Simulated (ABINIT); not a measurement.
Crystal: Rh.

```
Rh
1.0
     0.00000    1.89785    1.89785
     1.89785    0.00000    1.89785
     1.89785    1.89785    0.00000
Rh
1
Direct
  0.00000 0.00000 0.00000
```

Base run:

* Program: ABINIT 10.8.3 (patched build)
* Functional: r2SCAN
* Potentials or basis: JTH PAW PBE v2.0
* Cutoff: 517 eV
* k mesh: 12 × 12 × 12
* Occupations: fermi-dirac, width 0.05 eV
* Spin: no spin polarisation

Its results: band gap on the k mesh none (metal or under the smearing width); pressure 1.8 GPa.

Task: The run is repeated on the same cell with these changes: functional from r2SCAN to PBEsol; potentials or basis from JTH PAW PBE v2.0 to PseudoDojo NC SR PBEsol v0.4.1 standard; cutoff from 517 eV to 1197 eV. What comes out?

Result: Band gap on the k mesh none (metal or under the smearing width); pressure -3.4 GPa.

Caveats: the PAW data sets were made with another functional, which shifts forces and pressure a little (some runs).
